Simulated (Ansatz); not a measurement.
The system is TiC.

```
CELL_PARAMETERS angstrom
3.04209 0.00000 0.00000
-1.52104 2.63452 0.00000
0.00000 0.00000 2.69797
ATOMIC_POSITIONS crystal
Ti 0.00000 0.00000 0.50000
C 0.33333 0.66667 0.00000
```

The cell was built by a generator and needn't be a form met in nature.

Base run:

| Quantity | Value |
| --- | --- |
| Program | Ansatz 0.2.0 |
| Functional | PBEsol |
| Potentials or basis | Ansatz PAW |
| Cutoff | 420 eV (not typed: the program's choice for these potentials) |
| k mesh | 10 × 10 × 10 |
| Occupations | fermi-dirac, width 0.05 eV |
| Spin | no spin polarisation |

Its results: band gap on the k mesh none (metal or under the smearing width); pressure -6.1 GPa.

Q: The run is repeated on the same cell with these changes: functional from PBEsol to BLYP. What comes out?

A: Band gap on the k mesh none (metal or under the smearing width); pressure 6.9 GPa.

BLYP binds less tightly than PBEsol, so the same cell stands under more pressure.

Caveats: the PAW data sets come from PBE, with cores solved anew for the run's functional, which leaves a small shift of forces and pressure.
